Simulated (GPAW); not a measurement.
Runs of GPAW 26.7.0 on TiO. Symmetry: Pm-3m, No. 221, cubic system. The conventional cell has a = 4.087 Å, b = 4.087 Å, c = 4.087 Å, α = 90.00°, β = 90.00°, γ = 90.00°. Ti (site symmetry 4/mmm) has 4 O at 2.04 Å as nearest neighbours. Around O (site symmetry 4/mmm) lie 4 Ti at 2.04 Å. The cell comes from a database or a generator and needn't be the stable form of this composition.

```tsv
level	gap on the mesh (eV)	pressure (GPa)	relaxed volume (Å³/atom)
PBEsol	none	0.3	10.99
PBEsol+D3	none	0.0	10.84
PBEsol+D3(BJ)+ATM	none	0.0	(b)
PBEsol+D4	none	0.0	10.91
PBEsol+D3(BJ)	none	0.0	(a)
```

Alike in all rows: task relaxation of cell and atoms; potentials or basis PAW data sets generated in the run's folder for this functional, pw; no spin polarisation; cell relaxed; k mesh 6 × 6 × 6; cutoff (eV) 800; smearing fermi-dirac 0.05 eV.

Fill in the values left out.

(a) 10.77; (b) 10.81.

Caveats: later steps reuse the first step's grids; semilocal functionals often make such compounds metallic where correlation or magnetic order opens a gap, which also shifts bond lengths; pairwise dispersion overbinds metals, which lowers pressure and volume (some runs).

A gap of «none» marks a metal or a gap under the smearing width.
